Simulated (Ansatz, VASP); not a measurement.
## Sc in VASP and in Ansatz

INCAR

```
PREC     = Accurate       # precision mode
ENCUT    = 520            # plane-wave cutoff, eV
EDIFF    = 1E-7           # SCF threshold, eV
ISMEAR   = -1             # smearing method
SIGMA    = 0.025          # smearing width, eV
LREAL    = F              # projectors in reciprocal space
LASPH    = T              # aspherical terms in the spheres
NELM     = 150            # most SCF steps
ALGO     = Normal         # electronic algorithm
ISIF     = 2              # what is computed and relaxed
LWAVE    = F              # write WAVECAR
LCHARG   = F              # write CHGCAR
ISPIN    = 2              # spin polarisation
MAGMOM   = 1              # initial moments
LORBIT   = 11             # projections on sites
LMAXMIX  = 4              # l up to which the mixer works
LDAU     = T              # DFT+U
LDAUTYPE = 2            
LDAUL    = 2              # shell
LDAUU    = 3              # U, eV
LDAUJ    = 0            
LDAUPRINT= 1            
GGA      = CA             # functional
NBANDS   = 16             # bands
```

KPOINTS

```
regular mesh
0
Gamma
  10 10 10
```

Contents of POSCAR:

```
Sc
1.0
   -1.9043379473      1.9043379473      1.7060751157
    1.9043379473     -1.9043379473      1.7060751157
    1.9043379473      1.9043379473     -1.7060751157
Sc
1
Direct
    0.0000000000      0.0000000000      0.0000000000
```

input.yaml

```yaml
crystal:
  lattice:
    - [-1.9043379473, 1.9043379473, 1.7060751157]
    - [1.9043379473, -1.9043379473, 1.7060751157]
    - [1.9043379473, 1.9043379473, -1.7060751157]
  atoms:
    - { symbol: Sc, position: [0.0, 0.0, 0.0], spin: 0.5 }
kpoints:
  mp_grid: { grid: [10, 10, 10] }
scf:
  occupations: { method: fermi_dirac, width: 0.025 }
hamiltonian:
  xc: lda
  pseudopotentials: { kind: all_electron, lapw: { basis_error: 0.001 } }
  hubbard:
    occupation_matrices:
      s0_up:
        matrix:
          - [0.98, 0.0, 0.0, 0.0, 0.0]
          - [0.0, 0.02, 0.0, 0.0, 0.0]
          - [0.0, 0.0, 0.02, 0.0, 0.0]
          - [0.0, 0.0, 0.0, 0.02, 0.0]
          - [0.0, 0.0, 0.0, 0.0, 0.02]
      s0_down:
        matrix:
          - [0.02, 0.0, 0.0, 0.0, 0.0]
          - [0.0, 0.02, 0.0, 0.0, 0.0]
          - [0.0, 0.0, 0.02, 0.0, 0.0]
          - [0.0, 0.0, 0.0, 0.02, 0.0]
          - [0.0, 0.0, 0.0, 0.0, 0.02]
    sites:
      - { site: 0, l: d, u_eff: 3, starting_ns: [{ spin: up, occupation_matrix: s0_up }, { spin: down, occupation_matrix: s0_down }] }
    double_counting: fll
    projectors: ortho-atomic
magnetization:
  spin_polarized: true
output:
  forces: true
  stress: true
  eigenvalues: true
  hubbard: {}
```

Change from the starting cell: volume scaled by 0.98.

Alike in both runs: task single point; functional LDA; k mesh 10 × 10 × 10; occupations fermi-dirac, width 0.025 eV; collinear spin; Hubbard terms Sc d U = 3.0 eV.

```csv
,VASP,Ansatz
version,VASP 6.6.1,Ansatz 0.2.0
potentials or method,"VASP PAW LDA potentials, release 64 (Sc_sv)","all-electron LAPW, scalar-relativistic"
plane-wave cutoff (eV),520,see its input
```

```tsv
	VASP	Ansatz	Ansatz less VASP
gap on the k mesh at the Fermi level (eV)	none	none	-
pressure (GPa)	0.7	1.7	+0.99
largest component of the traceless stress (GPa)	1.92	1.50	-0.424
net moment per atom (μB)	0.08	1.17	+1.090
size of the moment on the site where the two differ most (μB)	0.04	0.91	+0.869
```

The net moments differ so much that the two runs ended in different magnetic states, which moves the other rows too. Site moments also hang on the region over which each program counts them. The programs project onto different local orbitals, so the same U acts differently. A gap of «none» marks a metal or a gap that the smearing closes. Ansatz ran all-electron here, so the differences hold the error of VASP's frozen core and of both bases.

Caveats: the U is typed as a test and isn't derived for this compound; the typed start of the occupations wasn't kept (Ansatz); U is the effective U less J, on atomic orbitals that reach past the spheres (Ansatz). The state reached can hang on the start; a lower one may exist.
